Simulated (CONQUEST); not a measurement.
This CONQUEST 1.3 run on Mg needs a look.

The input Conquest_input:

```
IO.Title Mg
IO.Coordinates coords.dat
IO.FractionalAtomicCoords T
IO.Iprint 2
IO.Iprint_init 1
General.NumberOfSpecies 1
General.PseudopotentialType hamann
General.FunctionalType -110131
General.DifferentFunctional T
AtomMove.TypeOfRun static
AtomMove.FullStress T
Grid.GridCutoff 100
DM.SolutionMethod diagon
Diag.MPMesh T
Diag.GammaCentred T
Diag.MPMeshX 6
Diag.MPMeshY 6
Diag.MPMeshZ 6
Diag.kT 0.00734986
minE.SCTolerance 1e-6
Diag.SmearingType 1
Diag.MPOrder 2
SC.MaxIters 75
IO.AtomChargeOutput T
%block ChemicalSpeciesLabel
1 24.310 Mg
%endblock
```

Contents of coords.dat:

```
    3.6181662790     0.0000000000     0.0000000000
    0.0000000000     3.9555240581     0.0000000000
    0.0000000000     0.0000000000     3.9555240581
2
  0.0000000000   0.0000000000   0.0000000000 1 T T T
  0.5000000000   0.5000000000   0.5000000000 1 T T T
```

Potentials or basis: PseudoDojo NC PBE, DZ, grid cutoff 100 Ha.

Command:

```sh
$ Conquest
```

Output:

```text
Simulation cell dimensions:     3.6182 a0 x     3.9555 a0 x     3.9555 a0

      Atomic coordinates (a0)
         Atom         X         Y         Z  Species
            1    0.0000    0.0000    0.0000        1
            2    1.8091    1.9778    1.9778        1

         Monkhorst-Pack mesh:   6 x   6 x   6 gamma-centred
        This calculation includes non-local pseudopotentials,
         with a maximum core radius of      9.03060065

    Job title: Mg
    Job to be run: static calculation

    Ground state search:
      Support functions represented with PAO basis
      1:1 PAO to SF mapping
      Non-spin-polarised electrons
      Solving for the K matrix using diagonalisation
      Using order  2 Methfessel-Paxton smearing

    Integration grid size:     20 x   20 x   20

    Integration grid spacing:  0.181 a0 x 0.198 a0 x 0.198 a0

[... 59 lines left out ...]
          Total number of electrons        :        19.999965517730196
    PulayMixSC: Pulay iteration     5 residual:              0.16994E-06
    PulayMixSC: Reached SCF tolerance of  0.16994E-06 after      5 iterations
      | Number of electrons      =        19.999966
[... 1 line left out ...]
      |  screened ion-ion energy =       -76.521000935194976 Ha
      |  Ha correction           =         0.128850973589105 Ha
      |  XC correction           =         5.256322266368292 Ha
      | GS Energy with kT -> 0   =      -117.033480644369178 Ha
      | Free Energy as E-TS      =      -117.033489268696002 Ha
      |* Harris-Foulkes energy   =      -117.033454771388719 Ha
      |* DFT total energy        =      -117.033454771371922 Ha
      |  estimated accuracy      =        -0.000000000016797 Ha

    force: Forces on atoms (Ha/a0)
    force:  Atom   X              Y              Z
    force:     1  -0.0000000000  -0.0000000000  -0.0000000000
    force:     2   0.0000000000   0.0000000000   0.0000000000

    force: Maximum force :        0.00000000(Ha/a0) on atom         1 in x direction
    force: Force Residual:        0.00000000 Ha/a0
    force: Total stress:      -1732.50749538     0.00000000     0.00000000 GPa
                             0.00000000 -1662.41265366     0.00000000
                             0.00000000     0.00000000 -1662.41265366
    force: Average pressure:   1685.77760090 GPa

    force: Finished force
    get_E_and_F: Change in energy during last step of electronic optimisation:  0.76405E-07

    BIBLIOGRAPHY: Please consider citing the following references in the conquest.bib file

    CONQUEST:         Bowler2002pt, Miyazaki2004, Nakata2020
    Basis:            Bowler2019
    DM:               Bowler:2006xr
    Pseudopotentials: Hamann2013, Bowler2019
    XC references from LibXC:
      C. Lee, W. Yang, and R. G. Parr.,  Phys. Rev. B 37, 785 (1988)

    Warnings written to file Conquest_warnings; please check
```

Problem. What happened, and what is wrong with the input?

Solution. The calculation finished and met its thresholds. The input holds a flaw that was put in on purpose: lattice in angstrom read as bohr (coords.dat = angstrom). The program doesn't stop on it, so the numbers can't be trusted though the run ends normally.
